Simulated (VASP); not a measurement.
# Ga (I4/mmm) in VASP: a series of runs

Runs on Ga. Level: PBEsol. Tasks: relaxation of cell and atoms.

Program: VASP 6.6.1. These are calculated values, not measurements. Logs are shortened: lines on timing, memory, paths and dates and some standing lists are left out, and cuts for length are marked.

## Step 1: Starting point

It takes space group I4/mmm (No. 139, tetragonal). Conventional cell: a = 2.769 Å, b = 2.769 Å, c = 4.622 Å, α = 90.00°, β = 90.00°, γ = 90.00°. Ga (site symmetry 4/mmm) is surrounded by 12 Ga at 2.77 to 3.03 Å.

This isn't the form of Ga at room conditions, which is orthorhombic.

## Step 2: Relaxation of cell and atoms, PBEsol, target pressure 10 GPa, at which the enthalpy is minimised

The input, INCAR:

```
SYSTEM = Ga
PREC = Accurate ; ENCUT = 600
EDIFF = 1E-6 ; ISMEAR = -1
SIGMA = 0.05 ; LREAL = .False.
LASPH = .True. ; NELM = 100
ALGO = Fast ; ISIF = 3
LWAVE = .False. ; LCHARG = .False.
GGA = PS ; IBRION = 2
NSW = 40 ; EDIFFG = -0.02
PSTRESS = 100
```

The input, KPOINTS:

```
regular mesh
0
Gamma
  13 13 13
  0 0 0
```

The input, POSCAR:

```
Ga
1.0
   -1.3843987196      1.3843987196      2.3112238365
    1.3843987196     -1.3843987196      2.3112238365
    1.3843987196      1.3843987196     -2.3112238365
Ga
1
Direct
    0.0000000000      0.0000000000      0.0000000000
```

Potentials or basis: VASP PAW PBE potentials, release 64 (Ga_d).

Started as:

```bash
$ cat potpaw_PBE.64/Ga_d/POTCAR > POTCAR
$ mpirun -np 1 vasp_std > vasp.out
```

OUTCAR:

```text
SYSTEM = Ga
   PREC = Accurate
   ENCUT = 600
   EDIFF = 1E-6
   ISMEAR = -1
   LREAL = .False.
   LASPH = .True.
   NELM = 100
   ISIF = 3
   GGA = PS
   IBRION = 2
   NSW = 40
   EDIFFG = -0.02
   PSTRESS = 100

 ion  position               nearest neighbor table
   1  0.000  0.000  0.000-

  LATTYP: Found a body centered tetragonal cell.
 ALAT       =     2.7687974392
 C/A-ratio  =     1.6694784557

  Lattice vectors:

 A1 = (  -1.3843987196,   1.3843987196,   2.3112238365)
 A2 = (   1.3843987196,  -1.3843987196,   2.3112238365)
 A3 = (   1.3843987196,   1.3843987196,  -2.3112238365)

Analysis of symmetry for initial positions (statically):
=====================================================================
 Subroutine PRICEL returns:
 Original cell was already a primitive cell.

 Routine SETGRP: Setting up the symmetry group for a
 body centered tetragonal supercell.

 Subroutine GETGRP returns: Found 16 space group operations
 (whereof 16 operations were pure point group operations)
 out of a pool of 16 trial point group operations.

The static configuration has the point symmetry D_4h.

Analysis of symmetry for dynamics (positions and initial velocities):
=====================================================================
 Subroutine PRICEL returns:
 Original cell was already a primitive cell.

 Routine SETGRP: Setting up the symmetry group for a
 body centered tetragonal supercell.

 Subroutine GETGRP returns: Found 16 space group operations
 (whereof 16 operations were pure point group operations)
 out of a pool of 16 trial point group operations.

The dynamic configuration has the point symmetry D_4h.

 Subroutine INISYM returns: Found 16 space group operations
 (whereof 16 operations are pure point group operations),
 and found     1 'primitive' translations

----------------------------------------------------------------------------------------

                                     Primitive cell

  volume of cell :      17.7184

  direct lattice vectors                    reciprocal lattice vectors
    -1.384398720  1.384398720  2.311223836     0.000000000  0.361167627  0.216335602
     1.384398720 -1.384398720  2.311223836     0.361167627  0.000000000  0.216335602
     1.384398720  1.384398720 -2.311223836     0.361167627  0.361167627  0.000000000

  length of vectors
     3.029005654  3.029005654  3.029005654     0.421002550  0.421002550  0.510768156

  position of ions in fractional coordinates (direct lattice)
     0.000000000  0.000000000  0.000000000

  ion indices of the primitive-cell ions
   primitive index   ion index
                 1           1

----------------------------------------------------------------------------------------

 KPOINTS: regular mesh

Automatic generation of k-mesh.
 Grid dimensions read from file:
 generate k-points for:   13   13   13

 Generating k-lattice:

  Cartesian coordinates                     Fractional coordinates (reciprocal lattice)
     0.000000000  0.027782125  0.016641200     0.076923077  0.000000000  0.000000000
     0.027782125  0.000000000  0.016641200     0.000000000  0.076923077  0.000000000
     0.027782125  0.027782125  0.000000000     0.000000000  0.000000000  0.076923077

  Length of vectors
     0.032384812  0.032384812  0.039289858

  Shift w.r.t. Gamma in fractional coordinates (k-lattice)
     0.000000000  0.000000000  0.000000000

 Subroutine IBZKPT returns following result:
 ===========================================

 Found    196 irreducible k-points:

 Following reciprocal coordinates:
            Coordinates               Weight
  0.000000  0.000000  0.000000      1.000000
  0.076923 -0.000000  0.000000      8.000000
  0.153846 -0.000000  0.000000      8.000000
  0.230769  0.000000  0.000000      8.000000
  0.307692 -0.000000  0.000000      8.000000
  0.384615  0.000000 -0.000000      8.000000
[... 16 lines left out ...]
  0.384615  0.153846  0.000000     16.000000
  0.461538  0.153846 -0.000000     16.000000
 [... further k-points ...]
   k-points           NKPTS =    196   k-points in BZ     NKDIM =    196   number of bands    NBANDS=     10
   number of dos      NEDOS =    301   number of ions     NIONS =      1
   total plane-waves  NPLWV =  13824
   dimension x,y,z NGX =    24 NGY =   24 NGZ =   24
   dimension x,y,z NGXF=    48 NGYF=   48 NGZF=   48
   ions per type =               1
   NGX,Y,Z   is equivalent  to a cutoff of  13.17, 13.17, 13.17 a.u.
   NGXF,Y,Z  is equivalent  to a cutoff of  26.34, 26.34, 26.34 a.u.
 SYSTEM =  Ga
   PREC   = accura    normal or accurate (medium, high low for compatibility)
   ISTART =      0    job   : 0-new  1-cont  2-samecut
   ICHARG =      2    charge: 1-file 2-atom 10-const
   ISPIN  =      1    spin polarized calculation?
   LNONCOLLINEAR =      F non collinear calculations
   LSORBIT =      F    spin-orbit coupling
   LASPH  =      T    aspherical Exc in radial PAW
   ENCUT  =  600.0 eV  44.10 Ry    6.64 a.u.   6.05  6.05  6.05*2*pi/ulx,y,z
   NELM   =    100;   NELMIN=  2; NELMDL= -5     # of ELM steps
   EDIFF  = 0.1E-05   stopping-criterion for ELM
   LREAL  =      F    real-space projection
   EDIFFG = -.2E-01   stopping-criterion for IOM
   NSW    =     40    number of steps for IOM
   IBRION =      2    ionic relax: 0-MD 1-quasi-New 2-CG
   NFREE  =      1    steps in history (QN), initial steepest desc. (CG)
   ISIF   =      3    stress and relaxation
   ISYM   =      2    0-nonsym 1-usesym 2-fastsym
   POTIM  = 0.5000    time-step for ionic-motion
   TEBEG  =    0.0;   TEEND  =   0.0 temperature during run
   PSTRESS=  100.0 pullay stress
   NELECT =      13.0000    total number of electrons
   NUPDOWN=      -1.0000    fix difference up-down
   EMIN   =  10.00;   EMAX   =-10.00  energy-range for DOS
   EFERMI =   0.00;   METHOD = LEGACY
   ISMEAR =    -1;   SIGMA  =   0.05  broadening in eV -4-tet -1-fermi 0-gaus
   EFERMI_NEDOS =   21; number of points for ismear=-14 and -15
   IALGO  =     68    algorithm
   IMIX   =      4    mixing-type and parameters
     AMIX     =   0.40;   BMIX     =  1.00
     AMIX_MAG =   1.60;   BMIX_MAG =  1.00
  volume/ion in A,a.u.               =      17.72       119.57
  Fermi-wavevector in a.u.,A,eV,Ry     =   1.476549  2.790273 29.663375  2.180197
  Thomas-Fermi vector in A             =   2.591062
   LORBIT       =      0    0 simple, 1 ext, 2 COOP (PROOUT), +10 PAW based schemes
   GGA     = PS    functional components
   LHFCALC =     F    Hartree Fock is set to
   AEXX    =    0.0000 exact exchange contribution
   IVDW    =     0    specifies the selected vdW correction
   LEPSILON=     F    determine dielectric tensor
   LRPA    =     F    only Hartree local field effects (RPA)
 conjugate gradient relaxation of ions
 non-spin polarized calculation
 RMM-DIIS sequential band-by-band and
  energy-cutoff  :      600.00
  volume of cell :       17.72
 maximum number of plane-waves:       622
   NGX = 13   NGY = 13   NGZ = 13

--------------------------------------- Ionic step        1  -------------------------------------------

 number of electron      12.9999997 magnetization

 Free energy of the ion-electron system (eV)
  ---------------------------------------------------
  ext. energy  EPLUGINS =         0.00000000
  ---------------------------------------------------
  free energy    TOTEN  =        -3.33745727 eV

  energy without entropy =       -3.33460645  energy(sigma->0) =       -3.33603186

------------------------ aborting loop because EDIFF is reached ----------------------------------------

  FORCE on cell =-STRESS in cart. coord.  units (eV):
  Direction    XX          YY          ZZ          XY          YZ          ZX
  --------------------------------------------------------------------------------------
  -------------------------------------------------------------------------------------
  Total       -0.0196149     -0.0196149     -0.0404379      0.0000000     -0.0000000      0.0000000
  in kB       -1.7736716     -1.7736716     -3.6565757      0.0000000     -0.0000000      0.0000000
  external PRESSURE =    -102.4013063 kB  Pullay stress =     100.0000000 kB
[... 244 lines left out ...]
  enthalpy is  TOTEN    =        -2.3094765447 eV   P V=        0.9743636301

--------------------------------------- Ionic step        8  -------------------------------------------

 number of electron      12.9999994 magnetization

 Free energy of the ion-electron system (eV)
  ---------------------------------------------------
  ext. energy  EPLUGINS =         0.00000000
  ---------------------------------------------------
  free energy    TOTEN  =        -3.28337613 eV

  energy without entropy =       -3.28180147  energy(sigma->0) =       -3.28258880

 E-fermi :   7.3411     XC(G=0): -12.1396

 val. band max:        7.2981625686   @ k =   0.3846   0.2308   0.1538
 cond. band min:       7.3556909882   @ k =  -0.3846  -0.3846   0.3846
 fundamental gap:      0.0575284196
 Fermi energy:         7.3411313715

 k-point     1 :       0.0000    0.0000    0.0000
  band No.  band energies     occupation
      1      -7.8913      2.00000
      2      -7.6855      2.00000
      3      -7.6855      2.00000
      4      -7.6764      2.00000
      5      -7.4676      2.00000
      6      -5.3069      2.00000
      7      21.7848      0.00000
      8      21.7848      0.00000
      9      21.8804      0.00000
     10      24.5070      0.00000
[... 287 lines left out ...]
 k-point    24 :       0.4615    0.1538   -0.0000
  band No.  band energies     occupation
      1      -7.8758      2.00000
      2      -7.7647      2.00000
      3      -7.6846      2.00000
      4      -7.5142      2.00000
      5      -7.3875      2.00000
      6       2.7861      2.00000
      7       3.1760      2.00000
      8      14.8814      0.00000
      9      16.0922      0.00000
     10      20.1202      0.00000

 [... further k-points ...]

------------------------ aborting loop because EDIFF is reached ----------------------------------------

  FORCE on cell =-STRESS in cart. coord.  units (eV):
  Direction    XX          YY          ZZ          XY          YZ          ZX
  --------------------------------------------------------------------------------------
  -------------------------------------------------------------------------------------
  Total        0.9554781      0.9554781      0.9685929      0.0000000      0.0000000      0.0000000
  in kB       98.1116965     98.1116965     99.4583598      0.0000000      0.0000000      0.0000000
  external PRESSURE =      -1.4394157 kB  Pullay stress =     100.0000000 kB
[... 16 lines left out ...]
  FREE ENERGIE OF THE ION-ELECTRON SYSTEM (eV)
  ---------------------------------------------------
  free  energy   TOTEN  =        -3.2833761282 eV

  energy  without entropy=       -3.2818014657  energy(sigma->0) =       -3.28258880

  enthalpy is  TOTEN    =        -2.3095084168 eV   P V=        0.9738677114

 reached required accuracy - stopping structural energy minimisation
```

Wall time 60 s (1 thread of Intel Xeon 6975P-C (Granite Rapids), shared host); peak memory 0.18 GiB.

Results:

```yaml
Free_energy: -3.2834 eV
Relaxed_volume: 15.60 Å³/atom
Relaxed_cell: a = 2.880 Å, b = 2.880 Å, c = 2.880 Å, α = 124.47°, β = 124.47°, γ = 82.43°
Space_group_after_relaxing_to_0.05_Å: I4/mmm (No. 139)
Energy_change_on_relaxing_the_enthalpy_is_what_falls: +54.1 meV/atom
Ionic_steps: 8
Pressure_after_relaxing: 9.9 GPa
Band_gap_on_the_k_mesh: none (metal or under the smearing width)
```

Step by step:
```tsv
step	energy change (eV)	largest force (eV/Å)	pressure (GPa)	volume (Å³)
1	0.0000	0.0000	-0.24	17.72
2	0.1083	0.0000	15.20	14.97
3	0.0556	0.0000	10.20	15.64
4	0.0532	0.0000	9.74	15.68
5	0.0528	0.0000	9.69	15.66
6	0.0582	0.0000	10.21	15.56
7	0.0536	0.0000	9.80	15.61
8	0.0541	0.0000	9.86	15.60
```

Final structure:
```yaml
crystal:
  lattice:
    - [-1.34179, 1.34179, 2.16662]
    - [1.34179, -1.34179, 2.16662]
    - [1.34179, 1.34179, -2.16662]
  atoms:
    - { symbol: Ga, position: [0.00000, 0.00000, 0.00000] }
```

Levels at points of the mesh, in eV from the Fermi level:
| k point | band 4 | band 5 | band 6 | band 7 | band 8 | band 9 |
| --- | --- | --- | --- | --- | --- | --- |
| (0.00, 0.00, 0.00) | -15.02 | -14.81 | -12.65 | 14.44 | 14.44 | 14.54 |

Caveat: the cell is relaxed towards a set pressure, so the enthalpy falls and the energy may rise; the PAW data sets were made with another functional, which shifts forces and pressure a little.

## Step 3: Relaxation of cell and atoms, PBEsol, target pressure 20 GPa, at which the enthalpy is minimised

Edit INCAR of step 2 so:

```diff
@@ -9,2 +9,2 @@
 NSW = 40 ; EDIFFG = -0.02
-PSTRESS = 100
+PSTRESS = 200
```

KPOINTS is that of step 2.

POSCAR is that of step 2.

Potentials or basis: VASP PAW PBE potentials, release 64 (Ga_d).

Started as:

```bash
$ cat potpaw_PBE.64/Ga_d/POTCAR > POTCAR
$ mpirun -np 1 vasp_std > vasp.out
```

It took 70 s on 1 thread of Intel Xeon 6975P-C (Granite Rapids), shared host; peak memory 0.19 GiB.

Results (log left out):

```
Free energy                                            : -3.1747 eV
Relaxed volume                                         : 14.41 Å³/atom
Relaxed cell                                           : a = 2.801 Å, b = 2.801 Å, c = 2.801 Å, α = 124.29°, β = 124.29°, γ = 82.72°
Space group after relaxing (to 0.05 Å)                 : I4/mmm (No. 139)
Energy change on relaxing (the enthalpy is what falls) : +162.7 meV/atom
Ionic steps                                            : 10
Pressure after relaxing                                : 20.1 GPa
Band gap on the k mesh                                 : none (metal or under the smearing width)
```

Step by step:
```
step  energy change (eV)  largest force (eV/Å)  pressure (GPa)  volume (Å³)
   1              0.0000                0.0000           -0.24        17.72
   2              0.5402                0.0000           47.33        12.58
   3              0.1593                0.0000           19.51        14.50
   4              0.1668                0.0000           20.32        14.44
   5              0.1668                0.0000           20.54        14.39
   6              0.1690                0.0000           20.51        14.36
   7              0.1700                0.0000           20.62        14.35
   8              0.1697                0.0000           20.54        14.35
   9              0.1567                0.0000           19.37        14.46
  10              0.1627                0.0000           20.07        14.41
```

Final structure:
```xyz
1
Lattice="-1.3089 1.3089 2.1026 1.3089 -1.3089 2.1026 1.3089 1.3089 -2.1026" Properties=species:S:1:pos:R:3 pbc="T T T"
Ga    0.0000    0.0000    0.0000
```

Levels at points of the mesh, in eV from the Fermi level:
```
           k point  band 2  band 3  band 4  band 5  band 6  band 7  band 8  band 9  band 10
(0.00, 0.00, 0.00)  -15.22  -15.22  -15.20  -14.96  -13.46   15.39   15.39   15.61    17.53
```

Caveat: the cell is relaxed towards a set pressure, so the enthalpy falls and the energy may rise; the volume moved by over 15 % at a fixed basis, so the end points are rough; the PAW data sets were made with another functional, which shifts forces and pressure a little.
